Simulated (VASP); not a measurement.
# CoO (P-6m2) in VASP: settings compared, part 2 of 2

VASP 6.6.1.

## Step 4: Relaxation of cell and atoms, PBE, collinear spin, ferromagnetic start

Contents of INCAR:

```
SYSTEM = CoO
ALGO = Fast ; EDIFF = 1E-6
EDIFFG = -0.01 ; ENCUT = 600
GGA = PE ; IBRION = 2
ISIF = 3 ; ISMEAR = -1
ISPIN = 2 ; LASPH = .True.
LCHARG = .False. ; LMAXMIX = 4
LORBIT = 11 ; LREAL = .False.
LWAVE = .False. ; MAGMOM = 2 0
NELM = 120 ; NSW = 60
PREC = Accurate ; SIGMA = 0.05
```

Contents of KPOINTS:

```
k-points
0
Gamma
  8 8 7
  0 0 0
```

Contents of POSCAR:

```
CoO
1.0
    2.8284500000      0.0000000000      0.0000000000
   -1.4142300000      2.4495100000      0.0000000000
    0.0000000000      0.0000000000      2.7217200000
Co O
1 1
Direct
    0.0000000000      0.0000000000      0.5000000000
    0.6666700000      0.3333300000      0.0000000000
```

Started as:

```
cat potpaw_PBE.64/Co/POTCAR potpaw_PBE.64/O/POTCAR > POTCAR
mpirun -np 1 vasp_std > vasp.out
```

Wall time 4.3 min (1 thread of AMD EPYC 7R43 (Zen 3), shared host); peak memory 0.14 GiB.

The run converged. Its results:

```yaml
Free_energy: -12.9409 eV
Relaxed_volume: 9.40 Å³/atom
Relaxed_cell: a = 2.829 Å, b = 2.829 Å, c = 2.712 Å, α = 90.00°, β = 90.00°, γ = 120.00°
Space_group_after_relaxing_to_0.05_Å: P-6m2 (No. 187)
Energy_gained_by_relaxing: 0.1 meV/atom
Ionic_steps: 10
Pressure_after_relaxing: 0.1 GPa
Band_gap_on_the_k_mesh: none (metal or under the smearing width)
Net_moment: 3.00 μB per cell
Site_moments: Co +2.55; O +0.41 μB
Valence_electrons_inside_the_program's_atomic_spheres: Co 7.85; O 4.97
```

The path:
```csv
step,energy change (eV),largest force (eV/Å),pressure (GPa),volume (Å³)
1,0.0000,0.0000,-0.62,18.86
2,-0.0001,0.0000,0.47,18.76
3,-0.0002,0.0000,0.13,18.80
4,-0.0001,0.0000,0.14,18.80
5,-0.0001,0.0000,-0.09,18.81
6,-0.0001,0.0000,-0.13,18.80
7,-0.0002,0.0000,-0.15,18.80
8,-0.0002,0.0000,0.24,18.79
9,-0.0002,0.0000,0.33,18.79
10,-0.0002,0.0000,0.09,18.80
```

Final structure:
```
Co O
1.0
     2.82907    0.00000    0.00000
    -1.41454    2.45004    0.00000
     0.00000    0.00000    2.71222
Co O
1 1
Direct
  0.00000 0.00000 0.50000
  0.66667 0.33333 0.00000
```

Levels at points of the mesh, in eV from the Fermi level:
Spin up:
```
           k point  band 6  band 7  band 8  band 9  band 10  band 11  band 12
(0.00, 0.00, 0.00)   -2.92   -2.92   -1.01   -1.01     0.72    14.73    16.09
(0.50, 0.00, 0.00)   -3.06   -2.10   -2.08   -0.63     5.60     8.69    14.91
(0.50, 0.50, 0.00)   -3.06   -2.10   -2.08   -0.63     5.60     8.69    14.91
```
Spin down:
| k point | band 3 | band 4 | band 5 | band 6 | band 7 | band 8 | band 9 | band 10 |
| --- | --- | --- | --- | --- | --- | --- | --- | --- |
| (0.00, 0.00, 0.00) | -3.72 | -2.96 | -2.66 | 0.26 | 0.26 | 0.83 | 0.83 | 1.31 |
| (0.50, 0.00, 0.00) | -3.84 | -3.36 | -2.28 | 0.08 | 0.13 | 0.35 | 1.69 | 6.04 |
| (0.50, 0.50, 0.00) | -3.84 | -3.36 | -2.28 | 0.08 | 0.13 | 0.35 | 1.69 | 6.04 |

Caveat: a cell with one magnetic atom can't hold antiferromagnetic order, which such compounds often take; semilocal functionals often make such compounds metallic where correlation or magnetic order opens a gap, which also shifts bond lengths. With open d or f shells a metallic result of PBE can be an artefact of self-interaction; +U or a hybrid may open a gap.

## Step 5: Relaxation of cell and atoms, PBE+D2, collinear spin, ferromagnetic start

Contents of INCAR:

```
SYSTEM = CoO
ALGO = Fast ; EDIFF = 1E-6
EDIFFG = -0.01 ; ENCUT = 600
GGA = PE ; IBRION = 2
ISIF = 3 ; ISMEAR = -1
ISPIN = 2 ; IVDW = 1
LASPH = .True. ; LCHARG = .False.
LMAXMIX = 4 ; LORBIT = 11
LREAL = .False. ; LWAVE = .False.
MAGMOM = 2 0 ; NELM = 120
NSW = 60 ; PREC = Accurate
SIGMA = 0.05
```

KPOINTS is that of step 4.

POSCAR is that of step 4.

Started as:

```
cat potpaw_PBE.64/Co/POTCAR potpaw_PBE.64/O/POTCAR > POTCAR
mpirun -np 1 vasp_std > vasp.out
```

It took 4.6 min on 1 thread of AMD EPYC 7R43 (Zen 3), shared host; peak memory 0.14 GiB.

Results (log left out):

| Quantity | Value |
| --- | --- |
| Free energy | -13.4546 eV |
| Relaxed volume | 9.20 Å³/atom |
| Relaxed cell | a = 2.811 Å, b = 2.811 Å, c = 2.690 Å, α = 90.00°, β = 90.00°, γ = 120.00° |
| Space group after relaxing (to 0.05 Å) | P-6m2 (No. 187) |
| Energy gained by relaxing | 3.8 meV/atom |
| Ionic steps | 10 |
| Pressure after relaxing | 0.0 GPa |
| Band gap on the k mesh | none (metal or under the smearing width) |
| Net moment | 3.00 μB per cell |
| Site moments | Co +2.54; O +0.41 μB |
| Valence electrons inside the program's atomic spheres | Co 7.89; O 4.98 |
| Dispersion energy per atom | -0.260 eV |

Stress tensor (GPa, compression positive):
```
 0.06  0.00  0.00
 0.00  0.06  0.00
 0.00  0.00 -0.12
```

The path:
```
step  energy change (eV)  largest force (eV/Å)  pressure (GPa)  volume (Å³)
   1              0.0000                0.0000           -4.75        18.86
   2             -0.0047                0.0000            3.19        18.10
   3             -0.0076                0.0000           -0.04        18.38
   4             -0.0076                0.0000            0.17        18.38
   5             -0.0076                0.0000           -0.08        18.40
   6             -0.0076                0.0000           -0.04        18.40
   7             -0.0076                0.0000           -0.03        18.40
   8             -0.0076                0.0000           -0.29        18.41
   9             -0.0076                0.0000           -0.35        18.41
  10             -0.0076                0.0000            0.00        18.40
```

Final structure:
```
Co O
1.0
     2.81064    0.00000    0.00000
    -1.40533    2.43409    0.00000
     0.00000    0.00000    2.69016
Co O
1 1
Direct
  0.00000 0.00000 0.50000
  0.66667 0.33333 0.00000
```

Levels at points of the mesh, in eV from the Fermi level:
Spin up:
```csv
k point,band 5,band 6,band 7,band 8,band 9,band 10,band 11,band 12
"(0.00, 0.00, 0.00)",-3.73,-2.92,-2.92,-1.00,-1.00,0.82,14.83,16.23
"(0.50, 0.00, 0.00)",-4.24,-3.06,-2.11,-2.08,-0.60,5.71,8.88,15.03
"(0.50, 0.50, 0.00)",-4.24,-3.06,-2.11,-2.08,-0.60,5.71,8.88,15.03
```
Spin down:
```csv
k point,band 3,band 4,band 5,band 6,band 7,band 8,band 9,band 10
"(0.00, 0.00, 0.00)",-3.84,-3.04,-2.74,0.25,0.25,0.85,0.85,1.42
"(0.50, 0.00, 0.00)",-3.95,-3.47,-2.36,0.06,0.14,0.35,1.72,6.15
"(0.50, 0.50, 0.00)",-3.95,-3.47,-2.36,0.06,0.14,0.35,1.72,6.15
```

Caveat: atom-pairwise D2, TS and ULG terms overbind metals; a cell with one magnetic atom can't hold antiferromagnetic order, which such compounds often take; semilocal functionals often make such compounds metallic where correlation or magnetic order opens a gap, which also shifts bond lengths; pairwise dispersion overbinds metals, which lowers pressure and volume. With open d or f shells a metallic result of PBE can be an artefact of self-interaction; +U or a hybrid may open a gap.

## Step 6: Relaxation of cell and atoms, PBE+D3, collinear spin, ferromagnetic start

Edit INCAR of step 5 so:

```diff
@@ -5,3 +5,3 @@
 ISIF = 3 ; ISMEAR = -1
-ISPIN = 2 ; IVDW = 1
+ISPIN = 2 ; IVDW = 11
 LASPH = .True. ; LCHARG = .False.
```

KPOINTS is that of step 5.

POSCAR is that of step 5.

Potentials or basis: VASP PAW PBE potentials, release 64 (Co, O).

Started as:

```
cat potpaw_PBE.64/Co/POTCAR potpaw_PBE.64/O/POTCAR > POTCAR
mpirun -np 1 vasp_std > vasp.out
```

OUTCAR:

```text
SYSTEM = CoO
   EDIFF = 1E-6
   EDIFFG = -0.01
   ENCUT = 600
   GGA = PE
   IBRION = 2
   ISIF = 3
   ISMEAR = -1
   ISPIN = 2
   IVDW = 11
   LASPH = .True.
   LORBIT = 11
   LREAL = .False.
   NELM = 120
   NSW = 60
   PREC = Accurate
 IVDW          = 11

 ion  position               nearest neighbor table
   1  0.000  0.000  0.500-   2 2.13   2 2.13   2 2.13   2 2.13   2 2.13   2 2.13
   2  0.667  0.333  0.000-   1 2.13   1 2.13   1 2.13   1 2.13   1 2.13   1 2.13

  LATTYP: Found a hexagonal cell.
 ALAT       =     2.8284500000
 C/A-ratio  =     0.9622655518

  Lattice vectors:

 A1 = (   2.8284500000,   0.0000000000,   0.0000000000)
 A2 = (  -1.4142300000,   2.4495100000,   0.0000000000)
 A3 = (   0.0000000000,   0.0000000000,   2.7217200000)

Analysis of symmetry for initial positions (statically):
=====================================================================
 Subroutine PRICEL returns:
 Original cell was already a primitive cell.

 Routine SETGRP: Setting up the symmetry group for a
 hexagonal supercell.

 Subroutine GETGRP returns: Found  4 space group operations
 (whereof  4 operations were pure point group operations)
 out of a pool of 24 trial point group operations.

The static configuration has the point symmetry C_2v.

Analysis of symmetry for dynamics (positions and initial velocities):
=====================================================================
 Subroutine PRICEL returns:
 Original cell was already a primitive cell.

 Routine SETGRP: Setting up the symmetry group for a
 hexagonal supercell.

 Subroutine GETGRP returns: Found  4 space group operations
[... 381 lines left out ...]

 val. band max:        8.4863925342   @ k =  -0.3750   0.3750   0.1429
 cond. band min:       8.5022828344   @ k =  -0.2500   0.5000   0.2857
 fundamental gap:      0.0158903002
 Fermi energy:         8.4962786249

 spin component 1

 k-point     1 :       0.0000    0.0000    0.0000
  band No.  band energies     occupation
      1     -12.2087      1.00000
      2       3.4187      1.00000
      3       3.4187      1.00000
      4       4.0270      1.00000
      5       4.7462      1.00000
      6       5.5751      1.00000
      7       5.5751      1.00000
      8       7.4879      1.00000
      9       7.4879      1.00000
     10       9.3011      0.00000
     11      23.2576      0.00000
     12      24.8002      0.00000
[... 333 lines left out ...]
      1     -11.8752      1.00000
      2       2.8114      1.00000
      3       3.0550      1.00000
      4       3.5640      1.00000
      5       4.7561      1.00000
      6       5.4026      1.00000
      7       5.9105      1.00000
      8       7.1017      1.00000
      9       7.4247      1.00000
     10      11.1464      0.00000
     11      22.3519      0.00000
     12      23.2273      0.00000

 [... further k-points ...]

 spin component 2

 k-point     1 :       0.0000    0.0000    0.0000
  band No.  band energies     occupation
      1     -11.5527      1.00000
      2       4.7237      1.00000
      3       4.7237      1.00000
      4       5.4390      1.00000
      5       5.7702      1.00000
      6       8.7442      0.00697
      7       8.7442      0.00697
      8       9.3324      0.00000
      9       9.3325      0.00000
     10       9.9042      0.00000
     11      23.6804      0.00000
     12      25.3951      0.00000
[... 378 lines left out ...]
  FREE ENERGIE OF THE ION-ELECTRON SYSTEM (eV)
  ---------------------------------------------------
  free  energy   TOTEN  =       -13.2972768171 eV

  energy  without entropy=      -13.2707977180  energy(sigma->0) =      -13.28403727

 reached required accuracy - stopping structural energy minimisation

 total charge

# of ion       s       p       d       tot
------------------------------------------
    1        0.314   0.408   7.159   7.882
    2        1.560   3.415   0.000   4.975
--------------------------------------------------
tot          1.874   3.823   7.159  12.857

 magnetization (x)

# of ion       s       p       d       tot
------------------------------------------
    1        0.006   0.008   2.529   2.542
    2        0.027   0.385   0.000   0.412
--------------------------------------------------
tot          0.033   0.392   2.529   2.954
```

OSZICAR:

```text
N       E                     dE             d eps       ncg     rms          rms(c)
DAV:   1     0.916751779493E+02    0.91675E+02   -0.82844E+03  4056   0.168E+03
DAV:   2    -0.800972987150E+01   -0.99685E+02   -0.88370E+02  4152   0.298E+02
[... 93 lines left out ...]
       N       E                     dE             d eps       ncg     rms          rms(c)
DAV:   1    -0.129377817230E+02   -0.28136E-03   -0.81496E-04  4596   0.489E-01    0.491E-02
RMM:   2    -0.129377404113E+02    0.41312E-04   -0.97214E-05  4065   0.146E-01    0.401E-02
RMM:   3    -0.129377403942E+02    0.17123E-07   -0.35788E-05  4032   0.657E-02    0.309E-02
RMM:   4    -0.129377384121E+02    0.19821E-05   -0.44325E-06  3506   0.300E-02    0.773E-03
RMM:   5    -0.129377378799E+02    0.53223E-06   -0.57024E-07  2275   0.101E-02
  12 F= -.13297277E+02 E0= -.13284037E+02  d E =-.322198E-04  mag=     2.9999
```

CONTCAR:

```text
CoO
   1.00000000000000
     2.8094626478036173   -0.0000001161750961    0.0000000000000000
    -1.4047363909474679    2.4330663649009607    0.0000000000000000
     0.0000000000000000    0.0000000000000000    2.7054508826072086
  Co              O
     1     1
Direct
     0.0000010671424549    0.9999989328575526    0.5000000000000000
     0.6666689328575486    0.3333310671424441    0.0000000000000000

  0.00000000E+00  0.00000000E+00  0.00000000E+00
  0.00000000E+00  0.00000000E+00  0.00000000E+00
```

It took 5.6 min on 1 thread of AMD EPYC 7R43 (Zen 3), shared host; peak memory 0.16 GiB.

Results:

| Quantity | Value |
| --- | --- |
| Free energy | -13.2973 eV |
| Relaxed volume | 9.25 Å³/atom |
| Relaxed cell | a = 2.809 Å, b = 2.809 Å, c = 2.705 Å, α = 90.00°, β = 90.00°, γ = 120.00° |
| Space group after relaxing (to 0.05 Å) | P-6m2 (No. 187) |
| Energy gained by relaxing | 2.1 meV/atom |
| Ionic steps | 12 |
| Pressure after relaxing | 0.0 GPa |
| Band gap on the k mesh | none (metal or under the smearing width) |
| Net moment | 3.00 μB per cell |
| Site moments | Co +2.54; O +0.41 μB |
| Valence electrons inside the program's atomic spheres | Co 7.88; O 4.97 |
| Dispersion energy per atom | -0.180 eV |

The path:
| step | energy change (eV) | largest force (eV/Å) | pressure (GPa) | volume (Å³) |
| --- | --- | --- | --- | --- |
| 1 | 0.0000 | 0.0000 | -3.79 | 18.86 |
| 2 | -0.0020 | 0.0000 | 2.92 | 18.25 |
| 3 | -0.0042 | 0.0000 | -0.11 | 18.51 |
| 4 | -0.0042 | 0.0000 | 0.13 | 18.50 |
| 5 | -0.0043 | 0.0000 | -0.21 | 18.52 |
| 6 | -0.0043 | 0.0000 | -0.13 | 18.52 |
| 7 | -0.0042 | 0.0000 | -0.11 | 18.52 |
| 8 | -0.0042 | 0.0000 | -0.45 | 18.53 |
| 9 | -0.0042 | 0.0000 | -0.30 | 18.53 |
| 10 | -0.0042 | 0.0000 | -0.29 | 18.53 |
| 11 | -0.0043 | 0.0000 | 0.16 | 18.48 |
| 12 | -0.0043 | 0.0000 | -0.04 | 18.49 |

Final structure:
```xyz
2
Lattice="2.8095 0.0000 0.0000 -1.4047 2.4331 0.0000 0.0000 0.0000 2.7055" Properties=species:S:1:pos:R:3 pbc="T T T"
Co   -1.4047    2.4331    1.3527
O     1.4047    0.8110    0.0000
```

Caveat: a cell with one magnetic atom can't hold antiferromagnetic order, which such compounds often take; semilocal functionals often make such compounds metallic where correlation or magnetic order opens a gap, which also shifts bond lengths; pairwise dispersion overbinds metals, which lowers pressure and volume. With open d or f shells a metallic result of PBE can be an artefact of self-interaction; +U or a hybrid may open a gap.

## Step 7: Summary

| task | level | cell | k mesh | cutoff (eV) | smearing | gap on the mesh (eV) | pressure (GPa) | moment (μB) | relaxed volume (Å³/atom) |
| --- | --- | --- | --- | --- | --- | --- | --- | --- | --- |
| atomic charges | PBEsol | as given | 11 × 11 × 10 | 520 | gaussian 0.02 eV | none | -10.7 | 3.00 | - |
| electron localisation function | PBEsol | as given | 11 × 11 × 10 | 520 | gaussian 0.02 eV | none | -10.6 | 3.00 | - |
| relaxation of cell and atoms | PBE | relaxed | 8 × 8 × 7 | 600 | fermi-dirac 0.05 eV | none | 0.1 | 3.00 | 9.40 |
| relaxation of cell and atoms | PBE+D2 | relaxed | 8 × 8 × 7 | 600 | fermi-dirac 0.05 eV | none | 0.0 | 3.00 | 9.20 |
| relaxation of cell and atoms | PBE+D3 | relaxed | 8 × 8 × 7 | 600 | fermi-dirac 0.05 eV | none | 0.0 | 3.00 | 9.25 |

Alike in all rows: potentials or basis VASP PAW PBE potentials, release 64 (Co, O); spin collinear, ferromagnetic start.

Caveats: a cell with one magnetic atom can't hold antiferromagnetic order, which such compounds often take; semilocal functionals often make such compounds metallic where correlation or magnetic order opens a gap, which also shifts bond lengths; the PAW data sets were made with another functional, which shifts forces and pressure a little (some runs); pairwise dispersion overbinds metals, which lowers pressure and volume (some runs); atom-pairwise D2, TS and ULG terms overbind metals (some runs).

Absolute energies hang on the potentials; compare differences alone.
